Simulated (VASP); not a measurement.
Tb:

```
Tb
1.0
     0.00000    2.51997    2.51997
     2.51997    0.00000    2.51997
     2.51997    2.51997    0.00000
Tb
1
Direct
  0.00000 0.00000 0.00000
```

This isn't the form of Tb at room conditions, which is hcp.

Base run:

* Program: VASP 6.6.1
* Functional: PBE
* Potentials or basis: VASP PAW PBE potentials, release 64 (Tb_3), 4f in core
* Cutoff: 520 eV
* k mesh: 9 × 9 × 9
* Occupations: gaussian, width 0.02 eV
* Spin: collinear spin, ferromagnetic start
* Starting moments: [6.0] μB

Its results: band gap on the k mesh none (metal or under the smearing width); pressure 0.0 GPa; net moment 0.11 μB per cell; site moments Tb +0.07 μB.

Problem. The run is repeated on the same cell with these changes: potentials or basis from VASP PAW PBE potentials, release 64 (Tb_3), 4f in core to VASP PAW PBE potentials, release 64 (Tb); cutoff from 520 eV to 500 eV; occupations from gaussian, width 0.02 eV to gaussian, width 0.05 eV; valence electrons from 9 to 19. What comes out?

Solution. Band gap on the k mesh none (metal or under the smearing width); pressure -0.1 GPa; net moment 5.86 μB per cell; site moments Tb +5.70 μB.

Caveats: the magnetic or orbital state may not be the lowest; spin-orbit coupling is left out, which moves the levels of the heavy elements; the 4f electrons are frozen in the core as for a trivalent ion, so they carry no moment and show no levels (some runs).
